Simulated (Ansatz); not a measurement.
**NiO (Fm-3m): response to moved atoms and strain**

How does NiO (Fm-3m) push back when it is distorted? Each run changes the relaxed cell in one way.

Program: Ansatz 0.2.0. Level of theory: DFT PBE with spin–orbit coupling, plane waves, PAW. These are calculated values, not measurements.

## 1. The starting structure

Symmetry: Fm-3m, No. 225, cubic system. The conventional cell has a = 4.217 Å, b = 4.217 Å, c = 4.217 Å, α = 90.00°, β = 90.00°, γ = 90.00°. Ni (site symmetry m-3m) has 6 O at 2.11 Å as nearest neighbours. Around O (site symmetry m-3m) lie 6 Ni at 2.11 Å.

Coordinates:

```xyz
2
Lattice="0.0000 2.1085 2.1085 2.1085 0.0000 2.1085 2.1085 2.1085 0.0000" Properties=species:S:1:pos:R:3 pbc="T T T"
Ni    0.0000    0.0000    0.0000
O     2.1085    2.1085    2.1085
```

This cell comes from an earlier session at PBE with spin–orbit coupling: 9.374 Å³/atom at 0.00 GPa, on a 14×14×14 mesh.

The changes: atom 2 (O) moved 0.08 Å along y; strain e6 = +0.01, atoms carried along.

## 2. Atom 2 (O) moved 0.08 Å along y

input.yaml

```yaml
crystal:
  lattice:
    - [0.0, 2.1084927028, 2.1084927028]
    - [2.1084927028, 0.0, 2.1084927028]
    - [2.1084927028, 2.1084927028, 0.0]
  atoms:
    - { symbol: Ni, position: [0.0, 0.0, 0.0], spin: 1.63, spin_axis: [0.0, 0.0, 1.0] }
    - { symbol: O, position: [0.518970898, 0.481029102, 0.518970898] }
basis:
  ecutwfc: 420
  ecutrho_ratio: 4
kpoints:
  mp_grid: { grid: [14, 14, 14] }
hamiltonian:
  xc: pbe
scf:
  occupations: { method: gaussian, width: 0.05 }
  lower_state_search: "off"
output:
  forces: true
  stress: true
  eigenvalues: true
  populations: true
  write_density: true
  write_potential: true
  elf: true
  volumetric_format: npy
magnetization:
  noncollinear: true
  spin_orbit: true
checkpoint:
  read: start.run
  write: ck
  compress: false
  write_wavefunctions: false
  write_every: 100000
```

start.run holds the converged state of the cell before the atoms were moved.

The run is started by

```bash
> ansatz run input.yaml --threads 4 --pin off --max-ram 7168MiB --backend cpu --events-out ev --progress --plain --runs-dir out
```

Further steps of the session: Strain e6 = +0.01, atoms carried along.

**Question.** What will these runs give? Wanted: for each run, change; change of free energy; largest force; largest change of stress.

The runs gave:

| change | change of free energy (meV/atom) | largest force (eV/Å) | largest change of stress (GPa) |
| --- | --- | --- | --- |
| atom 2 (O) moved 0.08 Å along y | 2.57 | 0.132 | 2.62 |
| strain e6 = +0.01, atoms carried along | 0.18 | 0.000 | 0.58 |

Moving atom 2 by 0.08 Å meets a restoring force of 0.132 eV/Å along the move, a force constant of about 1.7 eV/Å². The strain e6 = +0.01 changes that stress component by -0.58 GPa (compression positive), a ratio of 58 GPa; that is a secant over a finite strain with the atoms carried along, not the elastic constant. No change lowers the energy by more than 0.5 meV/atom; other distortions weren't tried.
